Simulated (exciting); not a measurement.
# Pb (Im-3m) in exciting: equation of state

How stiff is Pb in PBE, and what volume does it want? The cell is scaled to several volumes.

All numbers are computed with exciting (release sodium); they aren't measurements. Logs are shortened: lines on timing, memory, paths and dates and some standing lists are left out, and cuts for length are marked.

## 1. The crystal as given

The structure is cubic, space group Im-3m (No. 229). The conventional cell has a = 3.959 Å, b = 3.959 Å, c = 3.959 Å, α = 90.00°, β = 90.00°, γ = 90.00°. Pb (site symmetry m-3m) has 8 Pb at 3.43 Å as nearest neighbours.

This isn't the form of Pb at room conditions, which is fcc.

## 2. Equation of state, PBE, 29.17 Å³/atom (volume scaled by 0.94)

Contents of input.xml:

```xml
<input>
  <title>Pb</title>
  <structure speciespath="./" tshift="false">
    <crystal scale="1">
      <basevect>-3.664645739734 3.664645739734 3.664645739734</basevect>
      <basevect>3.664645739734 -3.664645739734 3.664645739734</basevect>
      <basevect>3.664645739734 3.664645739734 -3.664645739734</basevect>
    </crystal>
    <species speciesfile="Pb.xml" rmt="2.29">
      <atom coord="0.000000000000 0.000000000000 0.000000000000"/>
    </species>
  </structure>
  <groundstate do="fromscratch" ngridk="9 9 9" rgkmax="7.5" gmaxvr="14" lmaxapw="10" lmaxmat="10" lmaxvr="8" xctype="GGA_PBE" stype="Fermi Dirac" swidth="0.00183747" nempty="8" ValenceRelativity="iora*" epsengy="1e-06" epspot="1e-06" maxscl="80" outputlevel="normal"/>
</input>
```

Potentials or basis: all-electron LAPW+lo, shipped species files, valence relativity iora*.

Command:

```console
$ OMP_NUM_THREADS=1 exciting_smp
```

INFO.OUT:

```text
================================================================================
EXCITING SODIUM started
[... 10 lines left out ...]

 Lattice vectors (cartesian) :
     -3.6646457397      3.6646457397      3.6646457397
      3.6646457397     -3.6646457397      3.6646457397
      3.6646457397      3.6646457397     -3.6646457397

 Reciprocal lattice vectors (cartesian) :
      0.0000000000      0.8572704913      0.8572704913
      0.8572704913      0.0000000000      0.8572704913
      0.8572704913      0.8572704913      0.0000000000

 Unit cell volume                           :     196.8593219761
 Brillouin zone volume                      :       1.2600379345

 Species :    1 (Pb)
     parameters loaded from                 :    Pb.xml
     name                                   :    lead
     nuclear charge                         :     -82.00000000
     electronic charge                      :      82.00000000
     atomic mass                            :  377702.49410000
     muffin-tin radius                      :       2.29000000
     # of radial points in muffin-tin       :     450

     atomic positions (lattice) :
[... 7 lines left out ...]
 Number of crystal symmetries               :      48

 k-point grid                               :       9    9    9
 Total number of k-points                   :      35
 k-point set is reduced with crystal symmetries

 R^MT_min * |G+k|_max (rgkmax)              :       7.50000000
 Species with R^MT_min                      :       1 (Pb)
 Maximum |G+k| for APW functions            :       3.27510917
 Maximum |G| for potential and density      :      14.00000000

 G-vector grid sizes                        :      30    30    30
 Total number of G-vectors                  :    9189

 Maximum angular momentum used for
     APW functions                          :      10
     computing H and O matrix elements      :      10
     potential and density                  :       8
     inner part of muffin-tin               :       2

 Total nuclear charge                       :     -82.00000000
 Total electronic charge                    :      82.00000000
 Total core charge                          :      68.00000000
 Total valence charge                       :      14.00000000

 Number of empty states                     :       8
 Total number of valence states             :      16

 Maximum Hamiltonian size                   :     149
 Maximum number of plane-waves              :     135
 Total number of local-orbitals             :      14

 Exchange-correlation type                  :      20
[... 23 lines left out ...]
+ SCF iteration number :    1                                                  +
++++++++++++++++++++++++++++++++++++++++++++++++++++++++++++++++++++++++++++++++
 Total energy                               :    -20923.71318555
 _______________________________________________________________
 Fermi energy                               :         0.31119488
 Kinetic energy                             :     24374.78489867
 Coulomb energy                             :    -44908.18479178
 Exchange energy                            :      -385.25660865
 Correlation energy                         :        -5.05668379

 DOS at Fermi energy (states/Ha/cell)       :        10.99857003

 Electron charges :
     core                                   :        68.00000000
     core leakage                           :         0.01314682
     valence                                :        14.00000000
     interstitial                           :         2.99232972
     charge in muffin-tin spheres :
                  atom     1    Pb          :        79.00767028
     total charge in muffin-tins            :        79.00767028
     total charge                           :        82.00000000

++++++++++++++++++++++++++++++++++++++++++++++++++++++++++++++++++++++++++++++++
+ SCF iteration number :    2                                                  +
++++++++++++++++++++++++++++++++++++++++++++++++++++++++++++++++++++++++++++++++
 Total energy                               :    -20925.82678353
 _______________________________________________________________
 Fermi energy                               :         0.30319055
 Kinetic energy                             :     24372.95146838
 Coulomb energy                             :    -44908.44289848
 Exchange energy                            :      -385.27843293
 Correlation energy                         :        -5.05692051

 DOS at Fermi energy (states/Ha/cell)       :        10.81525010

 Electron charges :
     core                                   :        68.00000000
     core leakage                           :         0.01303509
     valence                                :        14.00000000
     interstitial                           :         2.98057716
     charge in muffin-tin spheres :
                  atom     1    Pb          :        79.01942284
     total charge in muffin-tins            :        79.01942284
     total charge                           :        82.00000000

 RMS change in effective potential (target) :  0.789886E-01  ( 0.100000E-05)
 Absolute change in total energy   (target) :   2.11360      ( 0.100000E-05)
 Charge distance                   (target) :  0.373085E-03  ( 0.100000E-04)

++++++++++++++++++++++++++++++++++++++++++++++++++++++++++++++++++++++++++++++++
+ SCF iteration number :    3                                                  +
++++++++++++++++++++++++++++++++++++++++++++++++++++++++++++++++++++++++++++++++
 Total energy                               :    -20926.99585984
 _______________________________________________________________
 Fermi energy                               :         0.29666298
 Kinetic energy                             :     24371.78546455
 Coulomb energy                             :    -44908.43672395
 Exchange energy                            :      -385.28757592
 Correlation energy                         :        -5.05702452

 DOS at Fermi energy (states/Ha/cell)       :        10.72892466

 Electron charges :
     core                                   :        68.00000000
     core leakage                           :         0.01296925
     valence                                :        14.00000000
     interstitial                           :         2.97356510
     charge in muffin-tin spheres :
                  atom     1    Pb          :        79.02643490
     total charge in muffin-tins            :        79.02643490
     total charge                           :        82.00000000
[... 221 lines left out ...]
++++++++++++++++++++++++++++++++++++++++++++++++++++++++++++++++++++++++++++++++
+ SCF iteration number :   12                                                  +
++++++++++++++++++++++++++++++++++++++++++++++++++++++++++++++++++++++++++++++++
 Total energy                               :    -20928.64483269
 _______________________________________________________________
 Fermi energy                               :         0.27911563
 Kinetic energy                             :     24369.73805795
 Coulomb energy                             :    -44908.03585777
 Exchange energy                            :      -385.29001200
 Correlation energy                         :        -5.05702088

 DOS at Fermi energy (states/Ha/cell)       :        10.69402130

 Electron charges :
     core                                   :        68.00000000
     core leakage                           :         0.01287854
     valence                                :        14.00000000
     interstitial                           :         2.96491507
     charge in muffin-tin spheres :
                  atom     1    Pb          :        79.03508493
     total charge in muffin-tins            :        79.03508493
     total charge                           :        82.00000000

 RMS change in effective potential (target) :  0.326598E-08  ( 0.100000E-05)
 Absolute change in total energy   (target) :  0.821863E-06  ( 0.100000E-05)
 Charge distance                   (target) :  0.360012E-09  ( 0.100000E-04)

++++++++++++++++++++++++++++++++++++++++++++++++++++++++++++++++++++++++++++++++
+ SCF iteration number :   13                                                  +
++++++++++++++++++++++++++++++++++++++++++++++++++++++++++++++++++++++++++++++++
 Total energy                               :    -20928.64483252
 _______________________________________________________________
 Fermi energy                               :         0.27911563
 Kinetic energy                             :     24369.73805810
 Coulomb energy                             :    -44908.03585774
 Exchange energy                            :      -385.29001200
 Correlation energy                         :        -5.05702088

 DOS at Fermi energy (states/Ha/cell)       :        10.69402159

 Electron charges :
     core                                   :        68.00000000
     core leakage                           :         0.01287854
     valence                                :        14.00000000
     interstitial                           :         2.96491507
     charge in muffin-tin spheres :
                  atom     1    Pb          :        79.03508493
     total charge in muffin-tins            :        79.03508493
     total charge                           :        82.00000000

 RMS change in effective potential (target) :  0.257024E-08  ( 0.100000E-05)
 Absolute change in total energy   (target) :  0.174190E-06  ( 0.100000E-05)
 Charge distance                   (target) :  0.656225E-10  ( 0.100000E-04)

++++++++++++++++++++++++++++++++++++++++++++++++++++++++++++++++++++++++++++++++
| Convergency criteria checked for the last 2 iterations                       +
| Convergence targets achieved. Performing final SCF iteration                 +
++++++++++++++++++++++++++++++++++++++++++++++++++++++++++++++++++++++++++++++++
 Total energy                               :    -20928.64483104
 _______________________________________________________________
 Fermi energy                               :         0.27911563
 Kinetic energy                             :     24369.73805893
 Coulomb energy                             :    -44908.03585712
 Exchange energy                            :      -385.29001197
 Correlation energy                         :        -5.05702087

 DOS at Fermi energy (states/Ha/cell)       :        10.69402206

 Electron charges :
     core                                   :        68.00000000
     core leakage                           :         0.01287854
     valence                                :        14.00000000
     interstitial                           :         2.96491508
     charge in muffin-tin spheres :
                  atom     1    Pb          :        79.03508492
     total charge in muffin-tins            :        79.03508492
     total charge                           :        82.00000000

++++++++++++++++++++++++++++++++++++++++++++++++++++++++++++++++++++++++++++++++
[... 12 lines left out ...]
| EXCITING SODIUM stopped                                                      =
================================================================================
```

It took 20 s on 1 thread of Intel Xeon Platinum 8375C at 2.90GHz (Ice Lake), shared host; peak memory 0.11 GiB.

Results:

* Free energy: -569497.4421 eV
* Band gap on the k mesh: none (metal or under the smearing width)
* All electrons inside the program's atomic spheres: Pb 79.04 (radii Pb 2.29 bohr)

Caveat: rgkmax is low for these elements, so energy differences scatter by about 1 meV per atom; the log's total energy holds no entropy term; the free energy is that total less TS from the occupations.

## 3. Equation of state, PBE, 29.79 Å³/atom (volume scaled by 0.96)

Edit input.xml of step 2 so:

```diff
@@ -4,5 +4,5 @@
     <crystal scale="1">
-      <basevect>-3.664645739734 3.664645739734 3.664645739734</basevect>
-      <basevect>3.664645739734 -3.664645739734 3.664645739734</basevect>
-      <basevect>3.664645739734 3.664645739734 -3.664645739734</basevect>
+      <basevect>-3.690453954484 3.690453954484 3.690453954484</basevect>
+      <basevect>3.690453954484 -3.690453954484 3.690453954484</basevect>
+      <basevect>3.690453954484 3.690453954484 -3.690453954484</basevect>
     </crystal>
```

Potentials or basis: all-electron LAPW+lo, shipped species files, valence relativity iora*.

Command:

```console
$ OMP_NUM_THREADS=1 exciting_smp
```

It took 20 s on 1 thread of Intel Xeon Platinum 8375C at 2.90GHz (Ice Lake), shared host; peak memory 0.11 GiB.

The run converged. Its results:

```yaml
Free_energy: -569497.4545 eV
Band_gap_on_the_k_mesh: none (metal or under the smearing width)
All_electrons_inside_the_program's_atomic_spheres: Pb 79.03 (radii Pb 2.29 bohr)
```

Caveat: rgkmax is low for these elements, so energy differences scatter by about 1 meV per atom; the log's total energy holds no entropy term; the free energy is that total less TS from the occupations.

(Part 1 of 2 ends here.)
